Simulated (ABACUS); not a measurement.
Crystal: Li2S.

```
CELL_PARAMETERS angstrom
0.00000 2.84450 2.84450
2.84450 0.00000 2.84450
2.84450 2.84450 0.00000
ATOMIC_POSITIONS crystal
S 0.00000 0.00000 0.00000
Li 0.75000 0.75000 0.75000
Li 0.25000 0.25000 0.25000
```

Base run:

```yaml
Program: ABACUS 3.10.1
Functional: PBE
Potentials_or_basis: PseudoDojo NC SR 0.4.1 PBE standard
Cutoff: 1361 eV
Density_cutoff: 5442 eV
Basis: DZP LCAO (the cutoffs set its grid)
k_mesh: 8 × 8 × 8
Occupations: fermi-dirac, width 0.05 eV
Spin: no spin polarisation
```

Its results: band gap on the k mesh 4.16 eV, indirect (least direct gap 4.73 eV); pressure 1.2 GPa.

Q: The run is repeated on the same cell with these changes: basis from DZP LCAO (the cutoffs set its grid) to TZDP LCAO (the cutoffs set its grid); orbital files from S S_confined-atom_7au_2s2p1d.orb, Li Li_confined-atom_8au_3s1p.orb to S S_confined-atom_7au_3s3p2d1f.orb, Li Li_confined-atom_8au_4s2p1d.orb. What comes out?

A: Band gap on the k mesh 3.41 eV, indirect (least direct gap 4.39 eV); pressure 0.5 GPa.

Caveats: the atomic orbitals were generated for these runs and aren't a published set; the basis of atomic orbitals isn't converged, which shifts pressures, moduli and gaps.

A k mesh can miss the band edges.

Not every run made on this cell is shown here.
